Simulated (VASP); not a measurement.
# Ni (Pm-3m) in VASP: notebook

One crystal, Ni, is run at these levels: LDA; tasks: single point.

All numbers are computed with VASP 6.6.1; they aren't measurements. Logs are shortened: lines on timing, memory, paths and dates and some standing lists are left out, and cuts for length are marked.

## (1) Starting point

It takes space group Pm-3m (No. 221, cubic). Conventional cell: a = 2.259 Å, b = 2.259 Å, c = 2.259 Å, α = 90.00°, β = 90.00°, γ = 90.00°. Ni (site symmetry m-3m) is surrounded by 6 Ni at 2.26 Å.

This isn't the form of Ni at room conditions, which is fcc.

## (2) Single point, LDA

File INCAR:

```
SYSTEM = Ni
PREC     = Accurate       ! precision mode
ENCUT    = 520            ! plane-wave cutoff, eV
EDIFF    = 1E-6           ! SCF threshold, eV
ISMEAR   = -1             ! smearing method
SIGMA    = 0.1            ! smearing width, eV
LREAL    = .FALSE.        ! projectors in reciprocal space
LASPH    = .TRUE.         ! aspherical terms in the spheres
NELM     = 80             ! most SCF steps
ALGO     = Normal         ! electronic algorithm
ISIF     = 2              ! what is computed and relaxed
LWAVE    = .FALSE.        ! write WAVECAR
LCHARG   = .FALSE.        ! write CHGCAR
NBANDS   = 11             ! bands
```

File KPOINTS:

```
regular mesh
0
G
  23 23 23
  0 0 0
```

File POSCAR:

```
Ni
1.0
    2.2588386216      0.0000000000      0.0000000000
    0.0000000000      2.2588386216      0.0000000000
    0.0000000000      0.0000000000      2.2588386216
Ni
1
Direct
    0.0000000000      0.0000000000      0.0000000000
```

Potentials or basis: VASP PAW LDA potentials, release 64 (Ni).

Run with:

```console
cat potpaw_LDA.64/Ni/POTCAR > POTCAR
mpirun -np 1 vasp_std > vasp.out
```

OUTCAR:

```text
SYSTEM = Ni
   PREC = Accurate
   ENCUT = 520
   EDIFF = 1E-6
   ISMEAR = -1
   LREAL = .FALSE.
   LASPH = .TRUE.
   NELM = 80
   ISIF = 2

 ion  position               nearest neighbor table
   1  0.000  0.000  0.000-

  LATTYP: Found a simple cubic cell.
 ALAT       =     2.2588386216

  Lattice vectors:

 A1 = (   2.2588386216,   0.0000000000,   0.0000000000)
 A2 = (   0.0000000000,   2.2588386216,   0.0000000000)
 A3 = (   0.0000000000,   0.0000000000,   2.2588386216)

Analysis of symmetry for initial positions (statically):
=====================================================================
 Subroutine PRICEL returns:
 Original cell was already a primitive cell.

 Routine SETGRP: Setting up the symmetry group for a
 simple cubic supercell.

 Subroutine GETGRP returns: Found 48 space group operations
 (whereof 48 operations were pure point group operations)
 out of a pool of 48 trial point group operations.

The static configuration has the point symmetry O_h .

Analysis of symmetry for dynamics (positions and initial velocities):
=====================================================================
 Subroutine PRICEL returns:
 Original cell was already a primitive cell.

 Routine SETGRP: Setting up the symmetry group for a
 simple cubic supercell.

 Subroutine GETGRP returns: Found 48 space group operations
 (whereof 48 operations were pure point group operations)
 out of a pool of 48 trial point group operations.

The dynamic configuration has the point symmetry O_h .

 Subroutine INISYM returns: Found 48 space group operations
 (whereof 48 operations are pure point group operations),
 and found     1 'primitive' translations

----------------------------------------------------------------------------------------

                                     Primitive cell

  volume of cell :      11.5254

  direct lattice vectors                    reciprocal lattice vectors
     2.258838622  0.000000000  0.000000000     0.442705375  0.000000000  0.000000000
     0.000000000  2.258838622  0.000000000     0.000000000  0.442705375  0.000000000
     0.000000000  0.000000000  2.258838622     0.000000000  0.000000000  0.442705375

  length of vectors
     2.258838622  2.258838622  2.258838622     0.442705375  0.442705375  0.442705375

  position of ions in fractional coordinates (direct lattice)
     0.000000000  0.000000000  0.000000000

  ion indices of the primitive-cell ions
   primitive index   ion index
                 1           1

----------------------------------------------------------------------------------------

 KPOINTS: regular mesh

Automatic generation of k-mesh.
 Grid dimensions read from file:
 generate k-points for:   23   23   23

 Generating k-lattice:

  Cartesian coordinates                     Fractional coordinates (reciprocal lattice)
     0.019248060  0.000000000  0.000000000     0.043478261  0.000000000  0.000000000
     0.000000000  0.019248060  0.000000000     0.000000000  0.043478261  0.000000000
     0.000000000  0.000000000  0.019248060     0.000000000  0.000000000  0.043478261

  Length of vectors
     0.019248060  0.019248060  0.019248060

  Shift w.r.t. Gamma in fractional coordinates (k-lattice)
     0.000000000  0.000000000  0.000000000

 Subroutine IBZKPT returns following result:
 ===========================================

 Found    364 irreducible k-points:

 Following reciprocal coordinates:
            Coordinates               Weight
  0.000000  0.000000  0.000000      1.000000
  0.043478  0.000000  0.000000      6.000000
  0.086957  0.000000  0.000000      6.000000
  0.130435  0.000000  0.000000      6.000000
  0.173913  0.000000  0.000000      6.000000
  0.217391  0.000000  0.000000      6.000000
[... 16 lines left out ...]
  0.478261  0.043478  0.000000     24.000000
  0.086957  0.086957  0.000000     12.000000
 [... further k-points ...]
   k-points           NKPTS =    364   k-points in BZ     NKDIM =    364   number of bands    NBANDS=     11
   number of dos      NEDOS =    301   number of ions     NIONS =      1
   total plane-waves  NPLWV =   5832
   dimension x,y,z NGX =    18 NGY =   18 NGZ =   18
   dimension x,y,z NGXF=    36 NGYF=   36 NGZF=   36
   ions per type =               1
   NGX,Y,Z   is equivalent  to a cutoff of  13.25, 13.25, 13.25 a.u.
   NGXF,Y,Z  is equivalent  to a cutoff of  26.50, 26.50, 26.50 a.u.
 SYSTEM =  Ni
   PREC   = accura    normal or accurate (medium, high low for compatibility)
   ISTART =      0    job   : 0-new  1-cont  2-samecut
   ICHARG =      2    charge: 1-file 2-atom 10-const
   ISPIN  =      1    spin polarized calculation?
   LNONCOLLINEAR =      F non collinear calculations
   LSORBIT =      F    spin-orbit coupling
   LASPH  =      T    aspherical Exc in radial PAW
   ENCUT  =  520.0 eV  38.22 Ry    6.18 a.u.   4.20  4.20  4.20*2*pi/ulx,y,z
   NELM   =     80;   NELMIN=  2; NELMDL= -5     # of ELM steps
   EDIFF  = 0.1E-05   stopping-criterion for ELM
   LREAL  =      F    real-space projection
   EDIFFG = 0.1E-04   stopping-criterion for IOM
   NSW    =      0    number of steps for IOM
   IBRION =     -1    ionic relax: 0-MD 1-quasi-New 2-CG
   NFREE  =      0    steps in history (QN), initial steepest desc. (CG)
   ISIF   =      2    stress and relaxation
   ISYM   =      2    0-nonsym 1-usesym 2-fastsym
   POTIM  = 0.5000    time-step for ionic-motion
   TEBEG  =    0.0;   TEEND  =   0.0 temperature during run
   PSTRESS=    0.0 pullay stress
   NELECT =      10.0000    total number of electrons
   NUPDOWN=      -1.0000    fix difference up-down
   EMIN   =  10.00;   EMAX   =-10.00  energy-range for DOS
   EFERMI =   0.00;   METHOD = LEGACY
   ISMEAR =    -1;   SIGMA  =   0.10  broadening in eV -4-tet -1-fermi 0-gaus
   EFERMI_NEDOS =   21; number of points for ismear=-14 and -15
   IALGO  =     38    algorithm
   IMIX   =      4    mixing-type and parameters
     AMIX     =   0.40;   BMIX     =  1.00
     AMIX_MAG =   1.60;   BMIX_MAG =  1.00
  volume/ion in A,a.u.               =      11.53        77.78
  Fermi-wavevector in a.u.,A,eV,Ry     =   1.561432  2.950678 33.171937  2.438069
  Thomas-Fermi vector in A             =   2.664498
   LORBIT       =      0    0 simple, 1 ext, 2 COOP (PROOUT), +10 PAW based schemes
   GGA     = CA    functional components
   LHFCALC =     F    Hartree Fock is set to
   AEXX    =    0.0000 exact exchange contribution
   IVDW    =     0    specifies the selected vdW correction
   LEPSILON=     F    determine dielectric tensor
   LRPA    =     F    only Hartree local field effects (RPA)
 non-spin polarized calculation
  energy-cutoff  :      520.00
  volume of cell :       11.53
 maximum number of plane-waves:       320
 NGX is ok and might be reduce to    18
   NGX =  9   NGY =  9   NGZ =  9

 number of electron      10.0000000 magnetization

 number of electron       9.9999995 magnetization

 Free energy of the ion-electron system (eV)
  ---------------------------------------------------
  ext. energy  EPLUGINS =         0.00000000
  ---------------------------------------------------
  free energy    TOTEN  =        -5.84882756 eV

  energy without entropy =       -5.77795261  energy(sigma->0) =       -5.81339009

 E-fermi :   8.2464     XC(G=0): -13.1685

 val. band max:        8.2463297642   @ k =   0.4348   0.0870   0.0870
 cond. band min:       8.2466755090   @ k =   0.4783   0.3478   0.2174
 fundamental gap:      0.0003457447
 Fermi energy:         8.2463769481

 k-point     1 :       0.0000    0.0000    0.0000
  band No.  band energies     occupation
      1      -0.2263      2.00000
      2       4.4775      2.00000
      3       4.4775      2.00000
      4       8.3229      0.63485
      5       8.3229      0.63485
      6       8.3229      0.63485
      7      28.7812      0.00000
      8      28.7812      0.00000
      9      28.7812      0.00000
     10      32.9156      0.00000
     11      32.9156      0.00000

 k-point     2 :       0.0435    0.0000    0.0000
  band No.  band energies     occupation
      1      -0.1665      2.00000
      2       4.4863      2.00000
      3       4.5062      2.00000
      4       8.2981      0.74682
      5       8.2981      0.74681
      6       8.3249      0.62635
      7      27.8953      0.00000
      8      28.8636      0.00000
      9      28.8636      0.00000
     10      32.9245      0.00000
     11      33.6030      0.00000

 k-point     3 :       0.0870    0.0000    0.0000
  band No.  band energies     occupation
      1       0.0116      2.00000
      2       4.5123      2.00000
      3       4.5913      2.00000
      4       8.2262      1.10077
      5       8.2262      1.10077
      6       8.3307      0.60178
      7      26.1499      0.00000
      8      29.1083      0.00000
      9      29.1083      0.00000
     10      32.9514      0.00000
     11      34.6146      0.00000

 k-point     4 :       0.1304    0.0000    0.0000
  band No.  band energies     occupation
      1       0.3032      2.00000
      2       4.5537      2.00000
      3       4.7296      2.00000
      4       8.1138      1.58014
      5       8.1138      1.58014
      6       8.3398      0.56397
      7      24.2307      0.00000
      8      29.5089      0.00000
      9      29.5089      0.00000
     10      32.9961      0.00000
     11      35.2305      0.00000
[... 239 lines left out ...]
 k-point    22 :       0.4348    0.0435    0.0000
  band No.  band energies     occupation
      1       3.9462      2.00000
      2       4.9790      2.00000
      3       6.5066      2.00000
      4       7.1585      1.99996
      5       7.4422      1.99936
      6       8.4041      0.34250
      7      13.2347      0.00000
      8      33.0034      0.00000
      9      35.0417      0.00000
     10      35.6790      0.00000
     11      36.4984      0.00000

 k-point    23 :       0.4783    0.0435    0.0000
  band No.  band energies     occupation
      1       4.1615      2.00000
      2       4.9984      2.00000
      3       6.5836      2.00000
      4       7.1177      1.99997
      5       7.5878      1.99724
      6       8.4081      0.33116
      7      12.6286      0.00000
      8      33.2951      0.00000
      9      35.5375      0.00000
     10      36.0741      0.00000
     11      36.6006      0.00000

 k-point    24 :       0.0870    0.0870    0.0000
  band No.  band energies     occupation
      1       0.2477      2.00000
      2       4.5858      2.00000
      3       4.6679      2.00000
      4       8.1271      1.53444
      5       8.2187      1.13753
      6       8.2511      0.97651
      7      26.1032      0.00000
      8      26.7538      0.00000
      9      29.4332      0.00000
     10      33.7756      0.00000
     11      36.1563      0.00000

 [... further k-points ...]

------------------------ aborting loop because EDIFF is reached ----------------------------------------

  FORCE on cell =-STRESS in cart. coord.  units (eV):
  Direction    XX          YY          ZZ          XY          YZ          ZX
  --------------------------------------------------------------------------------------
  -------------------------------------------------------------------------------------
  Total       -0.0115554     -0.0115554     -0.0115554     -0.0000000      0.0000000     -0.0000000
  in kB       -1.6063469     -1.6063469     -1.6063469     -0.0000000      0.0000000     -0.0000000
  external PRESSURE =      -1.6063469 kB  Pullay stress =       0.0000000 kB

 VOLUME and BASIS-vectors are now :
 -----------------------------------------------------------------------------
  energy-cutoff  :      520.00
  volume of cell :       11.53
      direct lattice vectors                 reciprocal lattice vectors
     2.258838622  0.000000000  0.000000000     0.442705375  0.000000000  0.000000000
     0.000000000  2.258838622  0.000000000     0.000000000  0.442705375  0.000000000
     0.000000000  0.000000000  2.258838622     0.000000000  0.000000000  0.442705375

 POSITION                                       TOTAL-FORCE (eV/Angst)
 -----------------------------------------------------------------------------------
      0.00000      0.00000      0.00000         0.000000      0.000000      0.000000
 -----------------------------------------------------------------------------------
    total drift:                                0.000000      0.000000      0.000000

  FREE ENERGIE OF THE ION-ELECTRON SYSTEM (eV)
  ---------------------------------------------------
  free  energy   TOTEN  =        -5.8488275555 eV

  energy  without entropy=       -5.7779526147  energy(sigma->0) =       -5.81339009
```

Run time: 57 s. Hardware: 1 thread of Intel Xeon Platinum 8175M at 2.50GHz (Skylake/Cascade Lake), shared host; peak memory 0.15 GiB.

Results:

| Item | Value |
| --- | --- |
| Free energy | -5.8488 eV |
| Pressure | -0.2 GPa |
| Band gap on the k mesh | none (metal or under the smearing width) |

Caveat: the run has no spin polarisation, though such a crystal can be magnetic. Spin polarisation is off, so any magnetic state and its effect on volume and gap are missing.

## (3) Single point, LDA

This run uses another cell than the first one, of 12.45 Å³/atom, 1.080 times its volume.

File INCAR:

```
PREC = Accurate
ENCUT = 520
EDIFF = 1E-6
ISMEAR = -1
SIGMA = 0.1
LREAL = F
LASPH = T
NELM = 60
ALGO = Fast
ISIF = 2
LWAVE = F
LCHARG = F
GGA = CA
NBANDS = 11
```

File KPOINTS:

```
Automatic mesh
0
Gamma
  16 16 16
```

File POSCAR:

```
Ni
1.0
    2.3175358262      0.0000000000      0.0000000000
    0.0000000000      2.3175358262      0.0000000000
    0.0000000000      0.0000000000      2.3175358262
Ni
1
Direct
    0.0000000000      0.0000000000      0.0000000000
```

Potentials or basis: VASP PAW LDA potentials, release 64 (Ni).

Run with:

```console
cat potpaw_LDA.64/Ni/POTCAR > POTCAR
mpirun -np 1 vasp_std > vasp.out
```

Run time: 32 s. Hardware: 1 thread of Intel Xeon Platinum 8175M at 2.50GHz (Skylake/Cascade Lake), shared host; peak memory 0.13 GiB.

The run converged. Its results:

```
Free energy            : -5.8106 eV
Pressure               : -11.6 GPa
Band gap on the k mesh : none (metal or under the smearing width)
```

Levels at points of the mesh, in eV from the Fermi level:
| k point | band 2 | band 3 | band 4 | band 5 | band 6 | band 7 | band 8 | band 9 |
| --- | --- | --- | --- | --- | --- | --- | --- | --- |
| (0.00, 0.00, 0.00) | -3.39 | -3.39 | 0.06 | 0.06 | 0.06 | 19.60 | 19.60 | 19.60 |
| (0.50, 0.00, 0.00) | -2.95 | -1.02 | -1.02 | -0.94 | 0.15 | 3.89 | 24.73 | 26.93 |
| (0.50, 0.50, 0.00) | -2.61 | -0.80 | -0.80 | 0.74 | 5.29 | 5.29 | 11.49 | 11.65 |
| (0.50, 0.50, 0.50) | -2.98 | -2.98 | 0.80 | 0.80 | 11.86 | 11.86 | 11.86 | 14.11 |

Caveat: the run has no spin polarisation, though such a crystal can be magnetic. Spin polarisation is off, so any magnetic state and its effect on volume and gap are missing.

## (4) Single point, LDA

This run uses another cell than the first one, of 12.91 Å³/atom, 1.120 times its volume.

File INCAR:

```
  PREC = Accurate
  ENCUT = 520
  EDIFF = 1E-6
  ISMEAR = -1
  SIGMA = 0.1
  LREAL = False
  LASPH = True
  NELM = 100
  ALGO = Normal
  ISIF = 2
  LWAVE = False
  LCHARG = False
  GGA = CA
  NBANDS = 11
```

File KPOINTS:

```
regular mesh
0
Gamma
  16 16 16
```

File POSCAR:

```
Ni
1.0
    2.3458012440      0.0000000000      0.0000000000
    0.0000000000      2.3458012440      0.0000000000
    0.0000000000      0.0000000000      2.3458012440
Ni
1
Direct
    0.0000000000      0.0000000000      0.0000000000
```

Run with:

```console
cat potpaw_LDA.64/Ni/POTCAR > POTCAR
mpirun -np 1 vasp_std > vasp.out
```

It took 29 s on 1 thread of Intel Xeon Platinum 8175M at 2.50GHz (Skylake/Cascade Lake), shared host; peak memory 0.13 GiB.

It converged, with:

```
Free energy            : -5.7697 eV
Pressure               : -16.2 GPa
Band gap on the k mesh : none (metal or under the smearing width)
```

Levels at points of the mesh, in eV from the Fermi level:
| k point | band 1 | band 2 | band 3 | band 4 | band 5 | band 6 | band 7 | band 8 | band 9 | band 10 |
| --- | --- | --- | --- | --- | --- | --- | --- | --- | --- | --- |
| (0.00, 0.00, 0.00) | -7.73 | -3.22 | -3.22 | 0.05 | 0.05 | 0.05 | 19.17 | 19.17 | 19.17 | 23.03 |
| (0.50, 0.00, 0.00) | -3.66 | -2.80 | -0.97 | -0.97 | -0.84 | 0.14 | 3.71 | 24.38 | 26.27 | 26.27 |
| (0.50, 0.50, 0.00) | -3.73 | -2.49 | -0.76 | -0.76 | 0.69 | 5.20 | 5.20 | 11.03 | 11.44 | 30.81 |
| (0.50, 0.50, 0.50) | -2.82 | -2.82 | -2.82 | 0.75 | 0.75 | 11.54 | 11.54 | 11.54 | 14.00 | 17.03 |

Caveat: so large a pressure means that the cell lies far from this level's equilibrium, or that cutoff or potentials fall short; the run has no spin polarisation, though such a crystal can be magnetic.

## (5) The runs side by side

```tsv
cell	k mesh	gap on the mesh (eV)	pressure (GPa)
Pm-3m, 11.53 Å³/atom	23 × 23 × 23	none	-0.2
Pm-3m, 12.45 Å³/atom	16 × 16 × 16	none	-11.6
Pm-3m, 12.91 Å³/atom	16 × 16 × 16	none	-16.2
```

Alike in all rows: task single point; level LDA; potentials or basis VASP PAW LDA potentials, release 64 (Ni); no spin polarisation; cutoff (eV) 520; smearing fermi-dirac 0.1 eV.

Every run on the cell as given and a fine mesh finds a metal.

Caveats: the run has no spin polarisation, though such a crystal can be magnetic; so large a pressure means that the cell lies far from this level's equilibrium, or that cutoff or potentials fall short (some runs).

Total energies depend on the potentials used, so only differences within one code and one set of settings carry meaning.
